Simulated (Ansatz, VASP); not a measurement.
CdSe in VASP and in Ansatz

The input INCAR:

```
SYSTEM = CdSe
PREC = Accurate ; ENCUT = 600
EDIFF = 1E-6 ; ISMEAR = 0
SIGMA = 0.02 ; LREAL = .False.
LASPH = .True. ; NELM = 100
ALGO = Fast ; ISIF = 3
LWAVE = .False. ; LCHARG = .False.
GGA = PE ; IVDW = 12
IBRION = 2 ; NSW = 70
EDIFFG = -0.005
```

KPOINTS

```
Automatic mesh
0
Gamma
  10 10 10
  0 0 0
```

The input POSCAR:

```
CdSe
1.0
    0.0000000000      3.0984146730      3.0984146730
    3.0984146730      0.0000000000      3.0984146730
    3.0984146730      3.0984146730      0.0000000000
Cd Se
1 1
Direct
    0.0000000000      0.0000000000      0.0000000000
    0.7500000000      0.7500000000      0.7500000000
```

Input for Ansatz:

```yaml
crystal:
  lattice:
    - [0.0, 3.098414673, 3.098414673]
    - [3.098414673, 0.0, 3.098414673]
    - [3.098414673, 3.098414673, 0.0]
  atoms:
    - { symbol: Cd, position: [0.0, 0.0, 0.0] }
    - { symbol: Se, position: [0.75, 0.75, 0.75] }
basis:
  ecutwfc: 420
kpoints:
  mp_grid: { grid: [10, 10, 10] }
hamiltonian:
  xc: pbe
  dispersion: d3bj
scf:
  occupations: { method: gaussian, width: 0.02 }
output:
  forces: true
  stress: true
  eigenvalues: true
relax:
  adjacent_minimum: "off"
  f_tol: 0.005
  max_steps: 50
  cell: { stress_tol: 0.05 }
```

Alike in both runs: task relaxation of cell and atoms; functional PBE; dispersion D3(BJ); k mesh 10 × 10 × 10; occupations gaussian, width 0.02 eV; no spin polarisation.

|  | VASP | Ansatz |
| --- | --- | --- |
| version | VASP 6.6.1 | Ansatz 0.2.0 |
| potentials or method | VASP PAW PBE potentials, release 64 (Cd, Se) | scalar-relativistic, plane waves, PAW |
| plane-wave cutoff (eV) | 600 | 420 |
| valence electrons in the cell | 18 | 36 |

Ansatz gave:

* gap on the k mesh at the Fermi level, each at its own relaxed structure (eV): 0.58
* relaxed volume (Å³/atom): 28.53
* relaxed cell length with the largest relative difference (Å): 4.321
* energy change over the relaxation (meV/atom): -7

Q: Which values does VASP return?

A: gap on the k mesh at the Fermi level, each at its own relaxed structure (eV): 0.57; relaxed volume (Å³/atom): 28.69; relaxed cell length with the largest relative difference (Å): 4.329; energy change over the relaxation (meV/atom): -6.

The two sets of potentials don't hold the same shells in valence.

A hybrid or GW would open this gap; PBE tends to underestimate it.
